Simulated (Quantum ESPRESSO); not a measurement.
MnO:

```
Mn O
1.0
     3.58271    0.00000    0.00000
     0.00000    3.58271    0.00000
     0.00000    0.00000    4.46048
Mn O
2 2
Direct
  0.00000 0.50000 0.00000
  0.50000 0.00000 0.50000
  0.00000 0.00000 0.25000
  0.00000 0.00000 0.75000
```

Measurements of this composition are mostly on another form, of space group No. 225.

Base run:

```yaml
Program: Quantum ESPRESSO 7.5
Functional: revPBE
Potentials_or_basis: PseudoDojo 0.4 SR PBEsol stringent
Cutoff: 1769 eV
Density_cutoff: 7075 eV
k_mesh: 5 × 5 × 4
Occupations: gaussian, width 0.05 eV
Spin: collinear spin, antiferromagnetic start
Starting_moments: "[5.0, -5.0, 0.0, 0.0] μB"
Hubbard_terms: Mn d U = 3 eV
```

Its results: band gap on the k mesh none (metal or under the smearing width); pressure 2.5 GPa; net moment 0.00 μB per cell; site moments Mn +3.96, -3.96; O -0.00 μB.

Problem. After a change of settings the same cell gave: band gap on the k mesh none (metal or under the smearing width); pressure 3.3 GPa; net moment 0.00 μB per cell; site moments Mn +3.96, -3.96; O -0.00 μB. Which change was it?
A. functional from revPBE to LDA
B. functional from revPBE to PW91
C. functional from revPBE to RPBE
D. functional from revPBE to PBE

Solution. C.

Caveats: the potentials were made for another functional, which shifts forces and pressure.
